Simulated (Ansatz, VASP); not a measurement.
# Two plane-wave programs on Tl

INCAR

```
SYSTEM = Tl
PREC = Accurate
ENCUT = 520
EDIFF = 1E-8
ISMEAR = -1
SIGMA = 0.05
LREAL = .False.
LASPH = .True.
NELM = 100
ALGO = Normal
ISIF = 2
LWAVE = .False.
LCHARG = .False.
GGA = PE
LEFG = .True.
NBANDS = 12
```

File KPOINTS:

```
regular mesh
0
Gamma
  4 4 4
  0 0 0
```

Contents of POSCAR:

```
Tl
1.0
   -1.9410000000      1.9410000000      1.9410000000
    1.9410000000     -1.9410000000      1.9410000000
    1.9410000000      1.9410000000     -1.9410000000
Tl
1
Direct
    0.0000000000      0.0000000000      0.0000000000
```

Input for Ansatz:

```yaml
crystal:
  lattice:
    - [-1.941, 1.941, 1.941]
    - [1.941, -1.941, 1.941]
    - [1.941, 1.941, -1.941]
  atoms:
    - { symbol: Tl, position: [0.0, 0.0, 0.0] }
kpoints:
  mp_grid: { grid: [4, 4, 4] }
scf:
  occupations: { method: fermi_dirac, width: 0.05 }
hamiltonian:
  xc: pbe
  pseudopotentials: { kind: paw }
output:
  forces: true
  stress: true
  eigenvalues: true
  efg: { contact_densities: true }
```

Alike in both runs: task electric field gradients; functional PBE; k mesh 4 × 4 × 4; occupations fermi-dirac, width 0.05 eV; no spin polarisation.

|  | VASP | Ansatz |
| --- | --- | --- |
| version | VASP 6.6.1 | Ansatz 0.2.0 |
| potentials or method | VASP PAW PBE potentials, release 64 (Tl_d) | PAW with Ansatz's default frozen-core files, scalar-relativistic |
| plane-wave cutoff (eV) | 520 | 420 |
| valence electrons in the cell | 13 | 13 |

|  | VASP | Ansatz | Ansatz less VASP |
| --- | --- | --- | --- |
| pressure (GPa) | 3.4 | 3.5 | +0.07 |
| Vzz of the field gradient on the site that differs most (V/Å²) | 0.0 | 0.0 | 0.00 |

Ansatz warned: «gradients_without_spin_orbit».

Caveats: the k mesh is coarse (spacing up to 0.57 Å⁻¹), so the values aren't converged. Spin-orbit coupling is left out, which matters for the levels of Tl.
